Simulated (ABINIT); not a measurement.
# AlAs (F-43m): G0W0 in ABINIT against the plane-wave cutoff

Wanted: the cheapest plane-wave cutoff that holds the gap of AlAs (F-43m).

Program: ABINIT 10.8.3. Level of theory: PBE and many-body steps on it, plane waves. Results are calculated unless marked as measured.

## (1) Set-up

The structure is cubic, space group F-43m (No. 216). The conventional cell has a = 5.661 Å, b = 5.661 Å, c = 5.661 Å, α = 90.00°, β = 90.00°, γ = 90.00°. Al has 4 As at 2.45 Å nearest. Nearest to As lie 4 Al at 2.45 Å. Farther neighbours are not listed.

The cell and positions come from the Crystallography Open Database and are kept as given unless a step says otherwise.

## (2) Empty states on the mesh, 4×4×4 mesh, 308 bands

This step: ABINIT 10.8.3; DFT, PBE, plane waves, norm-conserving pseudopotentials.

The sums over transitions need many empty states on a uniform mesh; this step solves for them.

The input, run.abi:

```
acell 3*1.0 Angstrom
rprim 
  -0.000000000000 2.830400000000 2.830400000000
  2.830400000000 0.000000000000 2.830400000000
  2.830400000000 2.830400000000 0.000000000000
ntypat 2
znucl 13 33
natom 2
typat 1 2
xred 
  0.000000000000 0.000000000000 0.000000000000
  0.250000000000 0.250000000000 0.250000000000
pp_dirpath "pseudos"
pseudos "Al.upf, As.upf"
ecut 38
ngkpt 4 4 4
nshiftk 1
shiftk 0 0 0
kptopt 1
chksymbreak 0
irdden 1
istwfk *1
nband 308
prtvol 0
optdriver 6
gwr_task "HDIAGO"
paral_kgb 0
occopt 1
indata_prefix "in"
outdata_prefix "out"
tmpdata_prefix "tmp"
```

Started as:

```console
$ OMP_NUM_THREADS=1 mpirun -n 8 abinit run.abi > log
```

Numbers of over 12 decimals in the logs are rounded to 6 here.

Output:

```text
.Version 10.8.3 of ABINIT. v10.8.2 released Aug 2026.

 Symmetries : space group F-4 3 m (#216); Bravais cF (face-center cubic)
[... echo of the input left out ...]
== DATASET  1 ==================================================================
-   mpi_nproc: 8, omp_nthreads: 1 (-1 if OMP is not activated)

--- !DatasetInfo
iteration_state: {dtset: 1, }
dimensions: {natom: 2, nkpt: 8, mband: 308, nsppol: 1, nspinor: 1, nspden: 1, mpw: 3479, }
cutoff_energies: {ecut:  38.0, pawecutdg:  -1.0, }
[...]
Indirect band gap semiconductor
 Fundamental gap:     1.436 (eV)
   VBM:     3.572 (eV) at k: [ 0.0000E+00,  0.0000E+00,  0.0000E+00]
   CBM:     5.009 (eV) at k: [ 5.0000E-01,  5.0000E-01,  0.0000E+00]
 Direct gap:         2.045 (eV) at k: [ 0.0000E+00,  0.0000E+00,  0.0000E+00]

== END DATASET(S) ==============================================================
================================================================================

 -outvars: echo values of variables after computation  --------
           etotal      0.0000000000E+00
            nband         308
             nkpt           8
          spgroup         216
 [... the other variables as echoed above ...]

 Calculation completed.
```

It took 16 s on 8 MPI ranks of AMD EPYC 9R45, shared host; peak memory 5.7 GiB.

This step gave:

| Item | Value |
| --- | --- |
| gap | 1.436 eV |
| k of the valence top | 0, 0, 0 |
| k of the conduction bottom | 0.5, 0.5, 0 |
| least direct gap | 2.045 eV |
| k points computed | 8 |
| lowest point of the top converged band, above the valence top | 187.2228 eV |

On this mesh the gap is 1.436 eV.

The density comes from a self-consistent run that is not shown.

## (3) Empty states on the mesh, 4×4×4 mesh, 90 bands

Edit run.abi of step 2 so:

```diff
@@ -14,3 +14,3 @@
 pseudos "Al.upf, As.upf"
-ecut 38
+ecut 23
 ngkpt 4 4 4
@@ -22,3 +22,3 @@
 istwfk *1
-nband 308
+nband 90
 prtvol 0
```

Output:

```text
[banner, memory and clock lines left out]
.Version 10.8.3 of ABINIT. v10.8.2 released Aug 2026.

 Symmetries : space group F-4 3 m (#216); Bravais cF (face-center cubic)
[... echo of the input left out ...]
== DATASET  1 ==================================================================
-   mpi_nproc: 8, omp_nthreads: 1 (-1 if OMP is not activated)

--- !DatasetInfo
iteration_state: {dtset: 1, }
dimensions: {natom: 2, nkpt: 8, mband: 90, nsppol: 1, nspinor: 1, nspden: 1, mpw: 1639, }
cutoff_energies: {ecut:  23.0, pawecutdg:  -1.0, }
[...]
Integrated=    1.8000E+01

 === KS gaps after direct diagonalization ===
 Indirect band gap semiconductor
 Fundamental gap:     1.543 (eV)
   VBM:     3.562 (eV) at k: [ 0.0000E+00,  0.0000E+00,  0.0000E+00]
   CBM:     5.105 (eV) at k: [ 5.0000E-01,  5.0000E-01,  0.0000E+00]
 Direct gap:         1.881 (eV) at k: [ 0.0000E+00,  0.0000E+00,  0.0000E+00]

== END DATASET(S) ==============================================================

 -outvars: echo values of variables after computation  --------
           etotal      0.0000000000E+00
            nband          90
             nkpt           8
          spgroup         216
 [... the other variables as echoed above ...]

 Calculation completed.
```

It took 3.1 s on 8 MPI ranks; peak memory 1.2 GiB.

This step gave:

```
gap                                                           : 1.543 eV
k of the valence top                                          : 0, 0, 0
k of the conduction bottom                                    : 0.5, 0.5, 0
least direct gap                                              : 1.881 eV
k points computed                                             : 8
lowest point of the top converged band, above the valence top : 70.4481 eV
```

On this mesh the gap is 1.543 eV.

## (4) Empty states on the mesh, 4×4×4 mesh, 90 bands

Edit run.abi of step 3 so:

```diff
@@ -14,3 +14,3 @@
 pseudos "Al.upf, As.upf"
-ecut 23
+ecut 30
 ngkpt 4 4 4
```

Output:

```text
[banner, memory and clock lines left out]
.Version 10.8.3 of ABINIT. v10.8.2 released Aug 2026.

 Symmetries : space group F-4 3 m (#216); Bravais cF (face-center cubic)
[... echo of the input left out ...]
== DATASET  1 ==================================================================
-   mpi_nproc: 8, omp_nthreads: 1 (-1 if OMP is not activated)

--- !DatasetInfo
iteration_state: {dtset: 1, }
dimensions: {natom: 2, nkpt: 8, mband: 90, nsppol: 1, nspinor: 1, nspden: 1, mpw: 2421, }
cutoff_energies: {ecut:  30.0, pawecutdg:  -1.0, }
[...]
Integrated=    1.8000E+01

 === KS gaps after direct diagonalization ===
 Indirect band gap semiconductor
 Fundamental gap:     1.449 (eV)
   VBM:     3.572 (eV) at k: [ 0.0000E+00,  0.0000E+00,  0.0000E+00]
   CBM:     5.021 (eV) at k: [ 5.0000E-01,  5.0000E-01,  0.0000E+00]
 Direct gap:         2.033 (eV) at k: [ 0.0000E+00,  0.0000E+00,  0.0000E+00]

== END DATASET(S) ==============================================================

 -outvars: echo values of variables after computation  --------
           etotal      0.0000000000E+00
            nband          90
             nkpt           8
          spgroup         216
 [... the other variables as echoed above ...]

 Calculation completed.
```

Run time: 6 s. Hardware: 8 MPI ranks; peak memory 2.9 GiB.

Numbers from this step:

| Item | Value |
| --- | --- |
| gap | 1.449 eV |
| k of the valence top | 0, 0, 0 |
| k of the conduction bottom | 0.5, 0.5, 0 |
| least direct gap | 2.033 eV |
| k points computed | 8 |
| lowest point of the top converged band, above the valence top | 70.2440 eV |

On this mesh the gap is 1.449 eV.

## (5) Empty states on the mesh, 4×4×4 mesh, 90 bands

Edit run.abi of step 4 so:

```diff
@@ -14,3 +14,3 @@
 pseudos "Al.upf, As.upf"
-ecut 30
+ecut 48
 ngkpt 4 4 4
@@ -20,2 +20,3 @@
 chksymbreak 0
+iscf -2
 irdden 1
@@ -23,7 +24,6 @@
 nband 90
+nbdbuf 8
+tolwfr 1e-09
+nstep 60
 prtvol 0
-optdriver 6
-gwr_task "HDIAGO"
-paral_kgb 0
-occopt 1
 indata_prefix "in"
```

Output:

```text
.Version 10.8.3 of ABINIT. v10.8.2 released Aug 2026.

 Symmetries : space group F-4 3 m (#216); Bravais cF (face-center cubic)
[... echo of the input left out ...]
== DATASET  1 ==================================================================
-   mpi_nproc: 8, omp_nthreads: 1 (-1 if OMP is not activated)

--- !DatasetInfo
iteration_state: {dtset: 1, }
dimensions: {natom: 2, nkpt: 8, mband: 90, nsppol: 1, nspinor: 1, nspden: 1, mpw: 4909, }
cutoff_energies: {ecut:  48.0, pawecutdg:  -1.0, }
[...]
2.61439    2.74827    2.74827    2.75673    2.75673    2.75673    2.90723    2.90723
   2.90723    2.98391    2.98391    2.98458    2.98458    2.98458    3.03807    3.03807
   3.03808    3.07037
 prteigrs : prtvol=0 or 1, do not print more k-points.

== END DATASET(S) ==============================================================
================================================================================

 -outvars: echo values of variables after computation  --------
            nband          90
             nkpt           8
          spgroup         216
 [... the other variables as echoed above ...]

 Calculation completed.
```

It took 9.7 s on 8 MPI ranks; peak memory 0.7 GiB.

This step gave:

| Item | Value |
| --- | --- |
| gap | 1.436 eV |
| k of the valence top | 0, 0, 0 |
| k of the conduction bottom | 0.5, 0.5, 0 |
| least direct gap | 2.045 eV |
| k points computed | 8 |
| lowest point of the top converged band, above the valence top | 70.1716 eV |

On this mesh the gap is 1.436 eV.

## (6) Screening, 4×4×4 mesh, 82 bands, screening to 163.3 eV

The RPA dielectric matrix is built and inverted for each q.

This step: RPA screening on PBE, plane waves, norm-conserving pseudopotentials.

Edit run.abi of step 5 so:

```diff
@@ -14,3 +14,3 @@
 pseudos "Al.upf, As.upf"
-ecut 48
+ecut 23
 ngkpt 4 4 4
@@ -20,10 +20,11 @@
 chksymbreak 0
-iscf -2
-irdden 1
 istwfk *1
-nband 90
-nbdbuf 8
-tolwfr 1e-09
-nstep 60
-prtvol 0
+occopt 1
+irdwfk 1
+optdriver 3
+nband 82
+ecuteps 6
+inclvkb 2
+awtr 1
+symchi 1
 indata_prefix "in"
```

Output:

```text
.Version 10.8.3 of ABINIT. v10.8.2 released Aug 2026.

 Symmetries : space group F-4 3 m (#216); Bravais cF (face-center cubic)
[... echo of the input left out ...]
== DATASET  1 ==================================================================
-   mpi_nproc: 8, omp_nthreads: 1 (-1 if OMP is not activated)

--- !DatasetInfo
iteration_state: {dtset: 1, }
dimensions: {natom: 2, nkpt: 8, mband: 82, nsppol: 1, nspinor: 1, nspden: 1, mpw: 1639, }
cutoff_energies: {ecut:  23.0, pawecutdg:  -1.0, }
electrons: {nelect:   1.80000000E+01, charge:   0.00000000E+00, occopt:   1.00000000E+00, tsmear:   1.00000000E-02, }

 SCREENING: Calculation of the susceptibility and dielectric matrices

 Based on a program developped by R.W. Godby, V. Olevano, G. Onida, and L. Reining.
 Incorporated in ABINIT by V. Olevano, G.-M. Rignanese, and M. Torrent.
.Using double precision arithmetic ; gwpc =  8

[... cell and pseudopotentials left out ...]
--------------------------------------------------------------------------------

 ==== K-mesh for the wavefunctions ====
 Number of points in the irreducible wedge :     8
[... list of points left out ...]
 Together with 24 symmetry operations and time-reversal symmetry
 yields    64 points in the full Brillouin Zone.

 ==== Q-mesh for the screening function ====
 Number of points in the irreducible wedge :     8
[... list of points left out ...]
 Together with 24 symmetry operations and time-reversal symmetry
 yields    64 points in the full Brillouin Zone.

 setmesh: FFT mesh size selected  =    25x   25x   25
          total number of points  =        15625

 vcoul_init : cutoff-mode = AUXILIARY_FUNCTION
 q-points for optical limit:   1
     1)      0.000010    0.000020    0.000030

- screening: taking advantage of time-reversal symmetry
- Maximum band index for partially occupied states nbvw = 9
- Remaining bands to be divided among processors   nbcw = 73
- Number of bands treated by each node ~9

 Number of electrons calculated from density =   18.0000; Expected =   18.0000
 average of density, n =  0.058817
 r_s =    1.5952
 omega_plasma =   23.3941 [eV]

 calculating chi0 at frequencies [eV] :
  1    0.000000E+00    0.000000E+00
  2    0.000000E+00    2.339413E+01

--------------------------------------------------------------------------------
  q-point number  1        q = ( 0.000000, 0.000000, 0.000000) [r.l.u.]
--------------------------------------------------------------------------------
[... chi0 elements left out ...]
 For q-point:  0.000010 0.000020 0.000030
  dielectric constant =  14.2755
  dielectric constant without local fields =  15.9738

  Average fulfillment of the sum rule on Im[epsilon] for q-point    1 :     58.42  [%]
[... wings left out ...]
  q-point number  2        q = ( 0.250000, 0.000000, 0.000000) [r.l.u.]
--------------------------------------------------------------------------------
[... chi0 elements left out ...]
  Average fulfillment of the sum rule on Im[epsilon] for q-point    2 :     69.16  [%]

 [... 6 further q-points ...]
```

Run time: 3.5 s. Hardware: 8 MPI ranks; peak memory 0.93 GiB; 26 s of CPU time.

Numbers from this step:

```
ε∞ with local fields, on this mesh, along the program's q direction : 14.28
the same without local fields                                       : 15.97
plasma frequency                                                    : 23.39 eV
plane waves in the screening matrix                                 : 181
```

Local fields lower ε∞ by 11 %. On a Γ-centred mesh this coarse the value itself is usually too large, while a short band sum pulls it down.

## (7) 23 Ha

This step: G0W0 on PBE, plane waves, norm-conserving pseudopotentials.

Edit run.abi of step 6 so:

```diff
@@ -23,8 +23,17 @@
 irdwfk 1
-optdriver 3
+optdriver 4
 nband 82
+gwcalctyp 0
+ecutsigx 23
+symsigma 1
+nkptgw 2
+kptgw 
+  0.0000000000 0.0000000000 0.0000000000
+  0.5000000000 0.5000000000 0.0000000000
+bdgw 
+  7 13
+  8 11
 ecuteps 6
-inclvkb 2
-awtr 1
-symchi 1
+irdscr 1
+ppmodel 1
 indata_prefix "in"
```

Output:

```text
.Version 10.8.3 of ABINIT. v10.8.2 released Aug 2026.

 Symmetries : space group F-4 3 m (#216); Bravais cF (face-center cubic)
[... echo of the input left out ...]
== DATASET  1 ==================================================================
-   mpi_nproc: 8, omp_nthreads: 1 (-1 if OMP is not activated)

--- !DatasetInfo
iteration_state: {dtset: 1, }
dimensions: {natom: 2, nkpt: 8, mband: 82, nsppol: 1, nspinor: 1, nspden: 1, mpw: 1639, }
cutoff_energies: {ecut:  23.0, pawecutdg:  -1.0, }
electrons: {nelect:   1.80000000E+01, charge:   0.00000000E+00, occopt:   1.00000000E+00, tsmear:   1.00000000E-02, }

 SIGMA: Calculation of the GW corrections

 Based on a program developped by R.W. Godby, V. Olevano, G. Onida, and L. Reining.
 Incorporated in ABINIT by V. Olevano, G.-M. Rignanese, and M. Torrent.
.Using double precision arithmetic ; gwpc =  8

[... cell and pseudopotentials left out ...]
--------------------------------------------------------------------------------

 ==== K-mesh for the wavefunctions ====
 Number of points in the irreducible wedge :     8
[... list of points left out ...]
 Together with 24 symmetry operations and time-reversal symmetry
 yields    64 points in the full Brillouin Zone.

 ==== Q-mesh for screening function ====
 Number of points in the irreducible wedge :     8
[... list of points left out ...]
 Together with 24 symmetry operations and time-reversal symmetry
 yields    64 points in the full Brillouin Zone.

 vcoul_init : cutoff-mode = AUXILIARY_FUNCTION
 q-points for optical limit:   1
     1)      0.000010    0.000020    0.000030
 setmesh: FFT mesh size selected  =    36x   36x   36
          total number of points  =        46656

 Number of electrons calculated from density =   18.0000; Expected =   18.0000
 average of density, n =  0.058817
 r_s =    1.5952
 omega_plasma =   23.3941 [eV]

 === KS Band Gaps ===
  >>>> For spin  1
   Minimum direct gap =   1.8811 [eV], located at k-point      :   0.0000  0.0000  0.0000
   Fundamental gap    =   1.5427 [eV], Top of valence bands at :   0.0000  0.0000  0.0000
                                       Bottom of conduction at :   0.5000  0.5000  0.0000
 SIGMA fundamental parameters:
 PLASMON POLE MODEL  1
 number of plane-waves for SigmaX                 1639
 number of plane-waves for SigmaC and W            181
 number of plane-waves for wavefunctions          1639
 number of bands                                    82
 number of independent spin polarizations            1
 number of spinorial components                      1
 number of k-points in IBZ                           8
 number of q-points in IBZ                           8
 number of symmetry operations                      24
 number of k-points in BZ                           64
 number of q-points in BZ                           64
 number of frequencies for dSigma/dE                 9
 frequency step for dSigma/dE [eV]                0.25
 number of omega for Sigma on real axis              0
 max omega for Sigma on real axis  [eV]           0.00
 zcut for avoiding poles [eV]                     0.10

 EPSILON^-1 parameters (SCR file):
 dimension of the eps^-1 matrix on file            181
 dimension of the eps^-1 matrix used               181
 number of plane-waves for wavefunctions          1639
 number of bands                                    82
 number of q-points in IBZ                           8
 number of frequencies                               2
 number of real frequencies                          1
 number of imag frequencies                          1

 matrix elements of self-energy operator (all in [eV])

 Perturbative Calculation

--- !SelfEnergy_ee
iteration_state: {dtset: 1, }
kpoint     : [   0.000,    0.000,    0.000, ]
spin       : 1
KS_gap     :    1.881
QP_gap     :    2.938
Delta_QP_KS:    1.057
data: !SigmaeeData |
     Band     E0 <VxcDFT>   SigX SigC(E0)      Z dSigC/dE  Sig(E)    E-E0       E
        7   3.562 -12.632 -15.537   1.643   0.785  -0.274 -13.622  -0.990   2.572
        8   3.562 -12.632 -15.537   1.643   0.785  -0.274 -13.622  -0.990   2.572
        9   3.562 -12.632 -15.537   1.643   0.785  -0.274 -13.622  -0.990   2.572
       10   5.443 -11.611  -7.785  -3.742   0.793  -0.261 -11.545   0.067   5.510
       11   8.046  -9.297  -4.715  -4.310   0.785  -0.274  -9.084   0.213   8.259
       12   8.046  -9.297  -4.715  -4.310   0.785  -0.274  -9.084   0.213   8.259
       13   8.046  -9.297  -4.715  -4.310   0.785  -0.274  -9.084   0.213   8.259

--- !SelfEnergy_ee
iteration_state: {dtset: 1, }
kpoint     : [   0.500,    0.500,    0.000, ]
spin       : 1
KS_gap     :    3.687
QP_gap     :    4.718
Delta_QP_KS:    1.031
data: !SigmaeeData |
     Band     E0 <VxcDFT>   SigX SigC(E0)      Z dSigC/dE  Sig(E)    E-E0       E
        8   1.418 -11.321 -14.782   2.126   0.772  -0.295 -12.352  -1.031   0.387
        9   1.418 -11.321 -14.782   2.126   0.772  -0.295 -12.352  -1.031   0.387
       10   5.105  -8.235  -4.518  -3.717   0.802  -0.246  -8.234   0.000   5.105
       11   6.051  -8.910  -5.029  -3.730   0.800  -0.251  -8.789   0.121   6.172

== END DATASET(S) ==============================================================
================================================================================

 -outvars: echo values of variables after computation  --------
           etotal      0.0000000000E+00
            nband          82
             nkpt           8
          spgroup         216
 [... the other variables as echoed above ...]

 Calculation completed.
```

The job ended after 2.9 s (8 MPI ranks; peak memory 0.13 GiB; 21 s of CPU time).

Numbers from this step:

| Quantity | Value |
| --- | --- |
| G0W0 gap on the points computed | 2.533 eV |
| starting gap on the mesh | 1.543 eV |
| k of the valence top | 0, 0, 0 |
| k of the conduction bottom | 0.5, 0.5, 0 |
| Z at the valence top | 0.785 |
| Z at the conduction bottom | 0.802 |
| least direct G0W0 gap on the computed points | 2.938 eV |

(Part 1 of 2 ends here.)

[Paths, hosts, dates, memory and timing lines, banners, echoed tables and standing remarks are left out of the program output.]

[Logs are printed without paths, hosts, clocks, repeated set-up lines and the standing remarks that a program may print on its own settings, such as how far it seeks lower states.]

[Runs of the session that timed out or met a known fault of the program may be left out.]

[Hosts, paths, dates, database ids (printed as entryN), source tags and the programs' standing remarks are cut or masked in the printed files.]

[G0W0 gaps are taken among the corrected bands and points alone; a level outside them can change the order at an edge.]

[Where Ansatz stands beside ABINIT at settings called matched, ABINIT's density can come from a denser mesh and the files from another edition; pairs whose starting gaps differed by over 0.03 eV were left out, so agreement reads better than it is.]
